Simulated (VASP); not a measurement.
# Fe under changes of volume

One of the cells (12.457 Å³/atom); the others are scaled copies at fixed shape and fractional positions:

```
CELL_PARAMETERS angstrom
0.00000 1.83988 1.83988
1.83988 0.00000 1.83988
1.83988 1.83988 0.00000
ATOMIC_POSITIONS crystal
Fe 0.00000 0.00000 0.00000
```

This isn't the form of Fe at room conditions, which is bcc.

```yaml
Program: VASP 6.6.1
Functional: PBE
Potentials_or_basis: VASP PAW PBE potentials, release 64 (Fe)
Cutoff: 520 eV
k_mesh: 12 × 12 × 12
Occupations: fermi-dirac, width 0.05 eV
Spin: collinear spin, ferromagnetic start
Starting_moments: "[3.0] μB"
```

| volume (Å³/atom) | energy over the lowest point (meV/atom) | pressure (GPa) | moment (μB per cell) |
| --- | --- | --- | --- |
| 11.724 | 2.11 | 3.0 | 2.50 |
| 11.968 | 0.00 | 0.0 | 2.55 |
| 12.457 | 6.31 | -4.7 | 2.66 |
| 12.701 | 14.97 | -7.2 | 2.69 |
| 12.945 | ? | ? | ? |

Question: What does the run at 12.945 Å³/atom give?

Answer: Energy over the lowest point 27.76 meV/atom; pressure -9.7 GPa; moment 2.70 μB per cell.

Worked out: A Birch-Murnaghan fit of order 2 (a polynomial in V^(-2/3)) to the other rows has its minimum at 11.99 Å³/atom with B0 = V·E''(V) = 126 GPa. It gives 26.13 meV/atom at 12.945 Å³/atom, against the run's 27.76, and -dE/dV = -8.3 GPa, against -9.7. A parabola through the other rows of the moment, of slope 0.119 μB per Å³/atom there, extrapolates to 2.73 μB, against the run's 2.70.

Energies are extrapolated to zero smearing.
